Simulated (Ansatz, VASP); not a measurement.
This is a calculation of Sn for VASP 6.6.1.

INCAR

```
  PREC = Accurate
  ENCUT = 520
  EDIFF = 1E-6
  ISMEAR = -1
  SIGMA = 0.05
  LREAL = False
  LASPH = True
  NELM = 100
  ALGO = Fast
  ISIF = 2
  LWAVE = False
  LCHARG = False
  GGA = PS
  NBANDS = 13
```

File KPOINTS:

```
regular mesh
0
Gamma
  8 8 8
```

Contents of POSCAR:

```
Sn
1.0
   -1.8946518192      1.8946518192      1.8567587828
    1.8946518192     -1.8946518192      1.8567587828
    1.8946518192      1.8946518192     -1.8567587828
Sn
1
Direct
    0.0000000000      0.0000000000      0.0000000000
```

Potentials or basis: VASP PAW PBE potentials, release 64 (Sn_d).

Launch:

```sh
$ cat potpaw_PBE.64/Sn_d/POTCAR > POTCAR
$ mpirun -np 1 vasp_std > vasp.out
```

Task: Set up the same calculation for Ansatz 0.2.0. Potentials there: Ansatz PAW.

Result: As run (the cutoff follows the program's own potentials):

input.yaml

```yaml
crystal:
  lattice:
    - [-1.8946518192, 1.8946518192, 1.8567587828]
    - [1.8946518192, -1.8946518192, 1.8567587828]
    - [1.8946518192, 1.8946518192, -1.8567587828]
  atoms:
    - { symbol: Sn, position: [0.0, 0.0, 0.0] }
hamiltonian:
  xc: pbesol
  pseudopotentials: { kind: paw }
kpoints:
  mp_grid: { grid: [8, 8, 8] }
scf:
  occupations: { method: fermi_dirac, width: 0.05 }
output:
  forces: true
  stress: true
  eigenvalues: true
```

Potentials or basis: Ansatz PAW.

Launch:

```bash
$ ansatz run input.yaml --threads 2 --pin off --max-ram 5632MiB --backend cpu --events-out ev --progress --plain --runs-dir out
```

Both were run:

|  | VASP | Ansatz | Ansatz less VASP |
| --- | --- | --- | --- |
| gap on the k mesh at the Fermi level (eV) | none | none | - |
| pressure (GPa) | -0.8 | -0.8 | 0.00 |
| largest component of the traceless stress (GPa) | 0.22 | 0.22 | -0.001 |

A gap of «none» marks a metal or a gap that the smearing closes. The functional is the same, so the differences come from potentials, cutoffs and numerics.

Caveats: the PAW data sets were made with another functional, which shifts forces and pressure a little (VASP); the PAW data sets come from PBE, with cores solved anew for the run's functional, which leaves a small shift of forces and pressure (Ansatz).
